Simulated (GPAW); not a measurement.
Wanted: an ASE script for a GPAW 26.7.0 run.

```
Task                : relaxation of cell and atoms
Functional          : PBEsol
Dispersion          : D3(BJ)+ATM
Potentials or basis : PAW data sets generated in the run's folder for this functional
Cutoff              : 800 eV
Basis               : pw
k mesh              : 9 × 9 × 3
Occupations         : fermi-dirac, width 0.05 eV
Spin                : no spin polarisation
Maxiter             : 150
Optimizer           : BFGS
Fmax                : 0.02 eV/Å
Max steps           : 60
Convergence         : density=1e-05 forces=0.0001
```

Crystal: BN.

```
CELL_PARAMETERS angstrom
2.49824 0.00000 0.00000
-1.24912 2.16354 0.00000
0.00000 0.00000 6.63570
ATOMIC_POSITIONS crystal
N 0.66667 0.33333 0.25000
N 0.33333 0.66667 0.75000
B 0.66667 0.33333 0.75000
B 0.33333 0.66667 0.25000
```

One way to write it, as run:

run.py

```python
from ase import Atoms
from ase.calculators.mixing import SumCalculator
from ase.filters import FrechetCellFilter
from ase.io import write
from ase.optimize import BFGS
from dftd3.ase import DFTD3
from gpaw import GPAW, PW, setup_paths

setup_paths.insert(0, '.')

atoms = Atoms(['N', 'N', 'B', 'B'],
              cell=[[2.49824, 0.0, 0.0],
                    [-1.24912, 2.1635393048, 0.0],
                    [0.0, 0.0, 6.6357]],
              scaled_positions=[[0.6666666667, 0.3333333333, 0.25],
                                [0.3333333333, 0.6666666667, 0.75],
                                [0.6666666667, 0.3333333333, 0.75],
                                [0.3333333333, 0.6666666667, 0.25]],
              pbc=True)

calc = GPAW(mode=PW(800),
            xc='PBEsol',
            kpts={'size': (9, 9, 3), 'gamma': True},
            occupations={'name': 'fermi-dirac', 'width': 0.05},
            nbands=18,
            convergence={'density': 1e-05, 'forces': 0.0001},
            maxiter=150,
            txt='gpaw.txt')
atoms.calc = SumCalculator([calc, DFTD3(damping='d3bj', params_tweaks=dict(method='pbesol', atm=True))])
opt = BFGS(FrechetCellFilter(atoms), trajectory='relax.traj', logfile='-')
done = opt.run(fmax=0.02, steps=60)
calc.write('gs.gpw')
write('result.traj', atoms)
print('Converged:', done)
print('Cell:', atoms.cell.cellpar().round(4))
print('Volume:', round(atoms.get_volume(), 4))
print(atoms.get_scaled_positions().round(5))
```

Potentials or basis: PAW data sets generated in the run's folder for this functional, pw.

Command:

```sh
$ gpaw-setup -f PBEsol B N
$ OMP_NUM_THREADS=1 python run.py
```

Results of the run:

```yaml
Relaxed_volume: 8.52 Å³/atom
Relaxed_cell: a = 2.500 Å, b = 2.500 Å, c = 6.295 Å, α = 90.00°, β = 90.00°, γ = 120.00°
Space_group_after_relaxing_to_0.05_Å: P6_3/mmc (No. 194)
Energy_gained_by_relaxing: -0.2 meV/atom
Ionic_steps: 8
Pressure_after_relaxing: 0.0 GPa
Largest_force_after_relaxing: 0.004 eV/Å
Band_gap_on_the_k_mesh: 4.27 eV, indirect (least direct gap 4.45 eV)
Dispersion_energy_per_atom: -0.097 eV
```

Caveat: later steps reuse the first step's grids; an odd mesh through Γ misses points on the zone boundary, where band edges often lie.

Wall time 92 s on 1 thread of Intel(R) Xeon(R) 6975P-C (Granite Rapids), with other jobs on the host, peak memory 0.27 GiB.
